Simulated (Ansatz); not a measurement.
# Ca: the cost of one run

Program: Ansatz 0.2.0. Level of theory: DFT PBE, scalar-relativistic, plane waves, PAW. These are calculated values, not measurements.

**1. The structure to begin with**

The structure is hexagonal, space group P6_3/mmc (No. 194). The conventional cell has a = 3.958 Å, b = 3.958 Å, c = 12.869 Å, α = 90.00°, β = 90.00°, γ = 120.00°. Ca (site symmetry -3m) is surrounded by 12 Ca at 3.95 to 3.96 Å. Ca (site symmetry -6m2) has 12 Ca at 3.95 to 3.96 Å as nearest neighbours.

As a file:

```cif
data_structure
_symmetry_space_group_name_H-M 'P6_3/mmc'
_symmetry_Int_Tables_number 194
_cell_length_a 3.9576
_cell_length_b 3.9576
_cell_length_c 12.8694
_cell_angle_alpha 90.000
_cell_angle_beta 90.000
_cell_angle_gamma 120.000
_cell_volume 174.56
loop_
_atom_site_label
_atom_site_type_symbol
_atom_site_symmetry_multiplicity
_atom_site_Wyckoff_symbol
_atom_site_fract_x
_atom_site_fract_y
_atom_site_fract_z
_atom_site_occupancy
Ca1 Ca 2 a 0.00000 0.00000 0.00000 1
Ca2 Ca 2 c 0.33333 0.66667 0.25000 1
```

The structure comes from the Materials Project (structure only).

**2. A change within a subgroup**

The change: strain xx, yy, zz, yz, xz, xy = -6.9, -4.6, +3.0, +6.0, +3.5, +2.0 %; atoms moved by 0.03 Å root mean square, at most 0.03 Å.

input.yaml

```yaml
crystal:
  lattice:
    - [3.682940056, 0.0808924198, 0.1370896977]
    - [-1.7714151375, 3.2299587334, 0.1370957299]
    - [0.4457967448, 0.7721652624, 13.2528010928]
  atoms:
    - { symbol: Ca, position: [-0.0022107086, -0.003619468, 0.0024532713] }
    - { symbol: Ca, position: [0.3362716491, 0.6637283509, 0.25] }
    - { symbol: Ca, position: [0.003619468, 0.0022107086, 0.4975467287] }
    - { symbol: Ca, position: [0.6623195915, 0.3376804085, 0.75] }
basis:
  ecutwfc: 420
kpoints:
  mp_grid: { grid: [12, 12, 4] }
hamiltonian:
  xc: pbe
scf:
  occupations: { method: gaussian, width: 0.1 }
output:
  forces: true
  stress: true
  eigenvalues: true
```

Launch:

```sh
$ ansatz run input.yaml --threads 1 --pin off --max-ram 1331MiB --backend cpu --events-out ev --progress --plain --runs-dir out
```

What time and memory should one allow on 1 thread of an x86-64 CPU, shared host?

About 69 s, with a peak of 0.7 GiB.
